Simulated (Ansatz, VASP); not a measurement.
# One calculation of Be, two programs

```
Be
1.0
     2.22952    0.00000    0.00000
    -1.11476    1.93082    0.00000
     0.00000    0.00000    3.50833
Be
2
Cartesian
  0.0000 1.2872 0.8771
  1.1148 0.6436 2.6312
```

Alike in both runs: task single point; functional LDA; k mesh 13 × 13 × 7; occupations fermi-dirac, width 0.1 eV; no spin polarisation.

|  | VASP | Ansatz |
| --- | --- | --- |
| version | VASP 6.6.1 | Ansatz 0.2.0 |
| potentials or method | VASP PAW LDA potentials, release 64 (Be) | plane waves (420 eV) with PAW, scalar-relativistic |
| plane-wave cutoff (eV) | 520 | 420 |
| valence electrons in the cell | 4 | 4 |

|  | VASP | Ansatz | Ansatz less VASP |
| --- | --- | --- | --- |
| pressure (GPa) | 0.5 | 0.0 | -0.45 |
| largest component of the traceless stress (GPa) | 1.11 | 1.12 | +0.006 |

Ansatz warned: «pseudo_functional_mismatch».
